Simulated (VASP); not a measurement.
# N (R-3m) in VASP: further runs

One crystal, N, is run at these levels: PBE; tasks: single point.

Program: VASP 6.6.1. These are calculated values, not measurements. Logs are shortened: lines on timing, memory, paths and dates and some standing lists are left out, and cuts for length are marked.

**1. The cell of the first run**

The structure is trigonal, space group R-3m (No. 166). The conventional cell has a = 3.125 Å, b = 3.125 Å, c = 8.161 Å, α = 90.00°, β = 90.00°, γ = 120.00°. N (site symmetry 3m) is surrounded by 3 N at 2.11 Å.

The real solid is made of molecules; this cell is a model form.

**2. Single point, PBE (Sb replaced by N, lengths x 0.706, strained and moved within the space group)**

File INCAR:

```
SYSTEM = N
ALGO = Normal ; EDIFF = 1E-7
ENCUT = 520 ; GGA = PE
ISIF = 2 ; ISMEAR = 0
LASPH = .TRUE. ; LCHARG = .TRUE.
LELF = .TRUE. ; LREAL = .FALSE.
LVHAR = .TRUE. ; LWAVE = .FALSE.
NBANDS = 12 ; NELM = 80
PREC = Accurate ; SIGMA = 0.01
```

File KPOINTS:

```
k-points
0
G
  15 15 15
  0 0 0
```

File POSCAR:

```
N
1.0
    1.5625703475      0.9021504108      2.7202931637
   -1.5625703475      0.9021504108      2.7202931637
    0.0000000000     -1.8043008215      2.7202931637
N
2
Direct
    0.2336400000      0.2336400000      0.2336400000
    0.7663600000      0.7663600000      0.7663600000
```

Potentials or basis: VASP PAW PBE potentials, release 64 (N).

Run with:

```console
> cat potpaw_PBE.64/N/POTCAR > POTCAR
> mpirun -np 1 vasp_std > vasp.out
```

OUTCAR:

```text
SYSTEM = N
   EDIFF = 1E-7
   ENCUT = 520
   GGA = PE
   ISIF = 2
   ISMEAR = 0
   LASPH = .TRUE.
   LREAL = .FALSE.
   NELM = 80
   PREC = Accurate

 ion  position               nearest neighbor table
   1  0.234  0.234  0.234-
   2  0.766  0.766  0.766-

  LATTYP: Found a trigonal (rhomboedric) cell.
 ALAT       =     3.2642757774
 COS(alpha) =     0.5417151843

  Lattice vectors:

 A1 = (   1.5625703475,   0.9021504108,   2.7202931637)
 A2 = (  -1.5625703475,   0.9021504108,   2.7202931637)
 A3 = (   0.0000000000,  -1.8043008215,   2.7202931637)

Analysis of symmetry for initial positions (statically):
=====================================================================
 Subroutine PRICEL returns:
 Original cell was already a primitive cell.

 Routine SETGRP: Setting up the symmetry group for a
 trigonal (rhombohedral) supercell.

 Subroutine GETGRP returns: Found 12 space group operations
 (whereof 12 operations were pure point group operations)
 out of a pool of 12 trial point group operations.

The static configuration has the point symmetry D_3d.

Analysis of symmetry for dynamics (positions and initial velocities):
=====================================================================
 Subroutine PRICEL returns:
 Original cell was already a primitive cell.

 Routine SETGRP: Setting up the symmetry group for a
 trigonal (rhombohedral) supercell.

 Subroutine GETGRP returns: Found 12 space group operations
 (whereof 12 operations were pure point group operations)
 out of a pool of 12 trial point group operations.

The dynamic configuration has the point symmetry D_3d.

 Subroutine INISYM returns: Found 12 space group operations
 (whereof 12 operations are pure point group operations),
 and found     1 'primitive' translations

----------------------------------------------------------------------------------------

                                     Primitive cell

  volume of cell :      23.0084

  direct lattice vectors                    reciprocal lattice vectors
     1.562570347  0.902150411  2.720293164     0.319985593  0.184743769  0.122535813
    -1.562570347  0.902150411  2.720293164    -0.319985593  0.184743769  0.122535813
     0.000000000 -1.804300822  2.720293164     0.000000000 -0.369487537  0.122535813

  length of vectors
     3.264275777  3.264275777  3.264275777     0.389276336  0.389276336  0.389276336

  position of ions in fractional coordinates (direct lattice)
     0.233640000  0.233640000  0.233640000
     0.766360000  0.766360000  0.766360000

  ion indices of the primitive-cell ions
   primitive index   ion index
                 1           1
                 2           2

----------------------------------------------------------------------------------------

 KPOINTS: k-points

Automatic generation of k-mesh.
 Grid dimensions read from file:
 generate k-points for:   15   15   15

 Generating k-lattice:

  Cartesian coordinates                     Fractional coordinates (reciprocal lattice)
     0.021332373  0.012316251  0.008169054     0.066666667  0.000000000  0.000000000
    -0.021332373  0.012316251  0.008169054     0.000000000  0.066666667  0.000000000
     0.000000000 -0.024632502  0.008169054    -0.000000000 -0.000000000  0.066666667

  Length of vectors
     0.025951756  0.025951756  0.025951756

  Shift w.r.t. Gamma in fractional coordinates (k-lattice)
     0.000000000  0.000000000  0.000000000

 Subroutine IBZKPT returns following result:
 ===========================================

 Found    344 irreducible k-points:

 Following reciprocal coordinates:
            Coordinates               Weight
  0.000000  0.000000  0.000000      1.000000
  0.066667 -0.000000  0.000000      6.000000
  0.133333 -0.000000 -0.000000      6.000000
  0.200000  0.000000  0.000000      6.000000
  0.266667 -0.000000 -0.000000      6.000000
  0.333333  0.000000  0.000000      6.000000
[... 16 lines left out ...]
  0.133333  0.133333  0.000000      6.000000
  0.200000  0.133333  0.000000     12.000000
 [... further k-points ...]
   k-points           NKPTS =    344   k-points in BZ     NKDIM =    344   number of bands    NBANDS=     12
   number of dos      NEDOS =    301   number of ions     NIONS =      2
   total plane-waves  NPLWV =  13824
   dimension x,y,z NGX =    24 NGY =   24 NGZ =   24
   dimension x,y,z NGXF=    48 NGYF=   48 NGZF=   48
   ions per type =               2
   NGX,Y,Z   is equivalent  to a cutoff of  12.22, 12.22, 12.22 a.u.
   NGXF,Y,Z  is equivalent  to a cutoff of  24.45, 24.45, 24.45 a.u.
 SYSTEM =  N
   PREC   = accura    normal or accurate (medium, high low for compatibility)
   ISTART =      0    job   : 0-new  1-cont  2-samecut
   ICHARG =      2    charge: 1-file 2-atom 10-const
   ISPIN  =      1    spin polarized calculation?
   LNONCOLLINEAR =      F non collinear calculations
   LSORBIT =      F    spin-orbit coupling
   LASPH  =      T    aspherical Exc in radial PAW
   ENCUT  =  520.0 eV  38.22 Ry    6.18 a.u.   6.07  6.07  6.07*2*pi/ulx,y,z
   NELM   =     80;   NELMIN=  2; NELMDL= -5     # of ELM steps
   EDIFF  = 0.1E-06   stopping-criterion for ELM
   LREAL  =      F    real-space projection
   EDIFFG = 0.1E-05   stopping-criterion for IOM
   NSW    =      0    number of steps for IOM
   IBRION =     -1    ionic relax: 0-MD 1-quasi-New 2-CG
   NFREE  =      0    steps in history (QN), initial steepest desc. (CG)
   ISIF   =      2    stress and relaxation
   ISYM   =      2    0-nonsym 1-usesym 2-fastsym
   POTIM  = 0.5000    time-step for ionic-motion
   TEBEG  =    0.0;   TEEND  =   0.0 temperature during run
   PSTRESS=    0.0 pullay stress
   NELECT =      10.0000    total number of electrons
   NUPDOWN=      -1.0000    fix difference up-down
   EMIN   =  10.00;   EMAX   =-10.00  energy-range for DOS
   EFERMI =   0.00;   METHOD = LEGACY
   ISMEAR =     0;   SIGMA  =   0.01  broadening in eV -4-tet -1-fermi 0-gaus
   EFERMI_NEDOS =   21; number of points for ismear=-14 and -15
   IALGO  =     38    algorithm
   IMIX   =      4    mixing-type and parameters
     AMIX     =   0.40;   BMIX     =  1.00
     AMIX_MAG =   1.60;   BMIX_MAG =  1.00
  volume/ion in A,a.u.               =      11.50        77.63
  Fermi-wavevector in a.u.,A,eV,Ry     =   1.240070  2.343393 20.922693  1.537775
  Thomas-Fermi vector in A             =   2.374527
   LORBIT       =      0    0 simple, 1 ext, 2 COOP (PROOUT), +10 PAW based schemes
   GGA     = PE    functional components
   LHFCALC =     F    Hartree Fock is set to
   AEXX    =    0.0000 exact exchange contribution
   IVDW    =     0    specifies the selected vdW correction
   LEPSILON=     F    determine dielectric tensor
   LRPA    =     F    only Hartree local field effects (RPA)
 non-spin polarized calculation
 Gauss-broadening in eV      SIGMA  =   0.01
  energy-cutoff  :      520.00
  volume of cell :       23.01
 maximum number of plane-waves:       631
   NGX = 13   NGY = 13   NGZ = 13

 number of electron      10.0000000 magnetization

 Free energy of the ion-electron system (eV)
  ---------------------------------------------------
  ext. energy  EPLUGINS =         0.00000000
  ---------------------------------------------------
  free energy    TOTEN  =        -8.92464605 eV

  energy without entropy =       -8.92464605  energy(sigma->0) =       -8.92464605

 E-fermi :   0.7018     XC(G=0): -10.1835

 val. band max:        0.6657806921   @ k =   0.4000   0.2000   0.2000
 cond. band min:       0.7378796815   @ k =   0.4667   0.0667   0.0667
 fundamental gap:      0.0720989895
 Fermi energy:         0.7018122679

 k-point     1 :       0.0000    0.0000    0.0000
  band No.  band energies     occupation
      1     -15.5935      2.00000
      2      -7.8094      2.00000
      3      -0.9470      2.00000
      4      -0.8895      2.00000
      5      -0.8895      2.00000
      6       2.7072      0.00000
      7       2.9601      0.00000
      8       2.9601      0.00000
      9      14.4492      0.00000
     10      17.5283      0.00000
     11      18.4279      0.00000
     12      18.4279      0.00000

 k-point     2 :       0.0667   -0.0000    0.0000
  band No.  band energies     occupation
      1     -15.5285      2.00000
      2      -7.9237      2.00000
      3      -0.9298      2.00000
      4      -0.8915      2.00000
      5      -0.8774      2.00000
      6       2.6654      0.00000
      7       2.8798      0.00000
      8       2.9108      0.00000
      9      14.5725      0.00000
     10      17.4829      0.00000
     11      17.9941      0.00000
     12      18.5360      0.00000

 k-point     3 :       0.1333   -0.0000   -0.0000
  band No.  band energies     occupation
      1     -15.3345      2.00000
      2      -8.2548      2.00000
      3      -0.9277      2.00000
      4      -0.8957      2.00000
      5      -0.7929      2.00000
      6       2.5176      0.00000
      7       2.6801      0.00000
      8       2.7712      0.00000
      9      14.9090      0.00000
     10      16.8260      0.00000
     11      18.0399      0.00000
     12      18.8637      0.00000

 k-point     4 :       0.2000    0.0000    0.0000
  band No.  band energies     occupation
      1     -15.0160      2.00000
      2      -8.7694      2.00000
      3      -0.9342      2.00000
      4      -0.8977      2.00000
      5      -0.6447      2.00000
      6       2.2161      0.00000
      7       2.4582      0.00000
      8       2.5648      0.00000
      9      15.3577      0.00000
     10      16.2000      0.00000
     11      18.4987      0.00000
     12      19.4116      0.00000

 k-point     5 :       0.2667   -0.0000   -0.0000
  band No.  band energies     occupation
      1     -14.5805      2.00000
      2      -9.4228      2.00000
      3      -0.9287      2.00000
      4      -0.8931      2.00000
      5      -0.4545      2.00000
      6       1.8275      0.00000
      7       2.2150      0.00000
      8       2.3258      0.00000
      9      15.6302      0.00000
     10      16.0655      0.00000
     11      19.1783      0.00000
     12      20.1600      0.00000
[... 228 lines left out ...]
      1     -15.1786      2.00000
      2      -8.4892      2.00000
      3      -1.2297      2.00000
      4      -0.7236      2.00000
      5      -0.6465      2.00000
      6       2.2963      0.00000
      7       2.3683      0.00000
      8       2.9899      0.00000
      9      15.1319      0.00000
     10      16.4143      0.00000
     11      18.0317      0.00000
     12      19.2895      0.00000

 k-point    22 :      -0.0667    0.0667    0.0000
  band No.  band energies     occupation
      1     -15.4170      2.00000
      2      -8.1067      2.00000
      3      -1.0784      2.00000
      4      -0.7987      2.00000
      5      -0.7942      2.00000
      6       2.5649      0.00000
      7       2.6396      0.00000
      8       2.9869      0.00000
      9      14.7663      0.00000
     10      17.1721      0.00000
     11      17.7128      0.00000
     12      18.8154      0.00000

 k-point    23 :       0.1333    0.1333    0.0000
  band No.  band energies     occupation
      1     -15.2659      2.00000
      2      -8.3327      2.00000
      3      -1.3087      2.00000
      4      -1.1937      2.00000
      5      -0.1381      2.00000
      6       1.8160      0.00000
      7       2.9405      0.00000
      8       3.1198      0.00000
      9      15.0253      0.00000
     10      16.1382      0.00000
     11      18.5204      0.00000
     12      19.3989      0.00000

 k-point    24 :       0.2000    0.1333    0.0000
  band No.  band energies     occupation
      1     -15.0432      2.00000
      2      -8.6442      2.00000
      3      -1.4669      2.00000
      4      -1.3170      2.00000
      5       0.0468      2.00000
      6       1.4933      0.00000
      7       2.9635      0.00000
      8       3.1217      0.00000
      9      15.3348      0.00000
     10      15.5968      0.00000
     11      18.9704      0.00000
     12      19.8810      0.00000

 [... further k-points ...]
[... 5 lines left out ...]
  --------------------------------------------------------------------------------------
  -------------------------------------------------------------------------------------
  Total       -6.5063102     -6.5063102     -4.4718770      0.0000000     -0.0000000      0.0000000
  in kB     -453.0643147   -453.0643147   -311.3973692      0.0000000     -0.0000000      0.0000000
  external PRESSURE =    -405.8419995 kB  Pullay stress =       0.0000000 kB

 VOLUME and BASIS-vectors are now :
 -----------------------------------------------------------------------------
  energy-cutoff  :      520.00
  volume of cell :       23.01
      direct lattice vectors                 reciprocal lattice vectors
     1.562570347  0.902150411  2.720293164     0.319985593  0.184743769  0.122535813
    -1.562570347  0.902150411  2.720293164    -0.319985593  0.184743769  0.122535813
     0.000000000 -1.804300822  2.720293164     0.000000000 -0.369487537  0.122535813

 POSITION                                       TOTAL-FORCE (eV/Angst)
 -----------------------------------------------------------------------------------
      0.00000      0.00000      1.90671         0.000000     -0.000000     -3.637305
      0.00000      0.00000      6.25417         0.000000      0.000000      3.637305
 -----------------------------------------------------------------------------------
    total drift:                                0.000000      0.000000      0.000000

  FREE ENERGIE OF THE ION-ELECTRON SYSTEM (eV)
  ---------------------------------------------------
  free  energy   TOTEN  =        -8.9246460518 eV

  energy  without entropy=       -8.9246460517  energy(sigma->0) =       -8.92464605
```

Run time: 47 s. Hardware: 1 thread of Intel Xeon Platinum 8559C (Emerald Rapids), shared host; peak memory 0.18 GiB.

Results:

```yaml
Free_energy: -8.9246 eV
Pressure: -40.6 GPa
Largest_force: 3.637 eV/Å
Band_gap_on_the_k_mesh: 0.07 eV, indirect (least direct gap 0.10 eV)
```

Forces in eV/Å, atoms in the order of the input:
```
N    0.000  0.000 -3.637
N    0.000  0.000  3.637
```

Caveat: the cell as given lies far from equilibrium; so large a pressure means that the cell lies far from this level's equilibrium, or that cutoff or potentials fall short; an odd mesh through Γ misses points on the zone boundary, where band edges often lie; forces of over 1 eV/Å show positions far from the minimum, so gaps and moduli don't describe the material at rest.

**3. Single point, PBE (Sb replaced by N, lengths x 0.706, strained and moved within the space group)**

File INCAR:

```
SYSTEM = N
ALGO = Fast
EDIFF = 1E-6
ENCUT = 520
GGA = PE
ISIF = 2
ISMEAR = 0
LASPH = .True.
LCHARG = .False.
LREAL = .False.
LWAVE = .False.
NBANDS = 12
NELM = 80
PREC = Accurate
SIGMA = 0.1
```

File KPOINTS:

```
k-points
0
Gamma
  9 9 9
  0 0 0
```

File POSCAR:

```
N
1.0
    1.5667029659      0.9045363791      2.7274876772
   -1.5667029659      0.9045363791      2.7274876772
    0.0000000000     -1.8090727581      2.7274876772
N
2
Direct
    0.2336400000      0.2336400000      0.2336400000
    0.7663600000      0.7663600000      0.7663600000
```

Potentials or basis: VASP PAW PBE potentials, release 64 (N).

Run with:

```console
> cat potpaw_PBE.64/N/POTCAR > POTCAR
> mpirun -np 1 vasp_std > vasp.out
```

OUTCAR:

```text
SYSTEM = N
   EDIFF = 1E-6
   ENCUT = 520
   GGA = PE
   ISIF = 2
   ISMEAR = 0
   LASPH = .True.
   LREAL = .False.
   NELM = 80
   PREC = Accurate

 ion  position               nearest neighbor table
   1  0.234  0.234  0.234-
   2  0.766  0.766  0.766-

  LATTYP: Found a trigonal (rhomboedric) cell.
 ALAT       =     3.2729089926
 COS(alpha) =     0.5417151843

  Lattice vectors:

[... 536 lines left out ...]
      3      -4.2830      2.00000
      4      -2.4592      2.00000
      5      -2.4385      2.00000
      6       3.4414      0.00000
      7       3.7671      0.00000
      8       4.3094      0.00000
      9      12.6404      0.00000
     10      17.8826      0.00000
     11      20.7652      0.00000
     12      24.7501      0.00000

 [... further k-points ...]
[... 5 lines left out ...]
  --------------------------------------------------------------------------------------
  -------------------------------------------------------------------------------------
  Total       -6.5290426     -6.5290426     -4.5712571      0.0000000     -0.0000000      0.0000000
  in kB     -451.0589773   -451.0589772   -315.8053446      0.0000000     -0.0000000      0.0000000
  external PRESSURE =    -405.9744331 kB  Pullay stress =       0.0000000 kB

 VOLUME and BASIS-vectors are now :
 -----------------------------------------------------------------------------
  energy-cutoff  :      520.00
  volume of cell :       23.19
      direct lattice vectors                 reciprocal lattice vectors
     1.566702966  0.904536379  2.727487677     0.319141542  0.184256455  0.122212590
    -1.566702966  0.904536379  2.727487677    -0.319141542  0.184256455  0.122212590
     0.000000000 -1.809072758  2.727487677     0.000000000 -0.368512910  0.122212590

 POSITION                                       TOTAL-FORCE (eV/Angst)
 -----------------------------------------------------------------------------------
      0.00000      0.00000      1.91175         0.000000     -0.000000     -3.620022
      0.00000      0.00000      6.27071         0.000000      0.000000      3.620022
 -----------------------------------------------------------------------------------
    total drift:                                0.000000      0.000000      0.000000

  FREE ENERGIE OF THE ION-ELECTRON SYSTEM (eV)
  ---------------------------------------------------
  free  energy   TOTEN  =        -8.8828032674 eV

  energy  without entropy=       -8.8825252966  energy(sigma->0) =       -8.88266428
```

It took 19 s on 1 thread of Intel Xeon Platinum 8559C (Emerald Rapids), shared host; peak memory 0.13 GiB.

Results:

```
Free energy            : -8.8828 eV
Pressure               : -40.6 GPa
Largest force          : 3.620 eV/Å
Band gap on the k mesh : 0.24 eV, indirect (least direct gap 0.28 eV)
```

Forces on the atoms (eV/Å):
```
N    0.000  0.000 -3.620
N    0.000  0.000  3.620
```

Levels at points of the mesh, in eV from the valence-band top:
```csv
k point,band 3,band 4,band 5,band 6,band 7,band 8
"(0.00, 0.00, 0.00)",-1.47,-1.41,-1.41,2.15,2.40,2.40
```

Caveat: the cell as given lies far from equilibrium; so large a pressure means that the cell lies far from this level's equilibrium, or that cutoff or potentials fall short; an odd mesh through Γ misses points on the zone boundary, where band edges often lie; forces of over 1 eV/Å show positions far from the minimum, so gaps and moduli don't describe the material at rest.
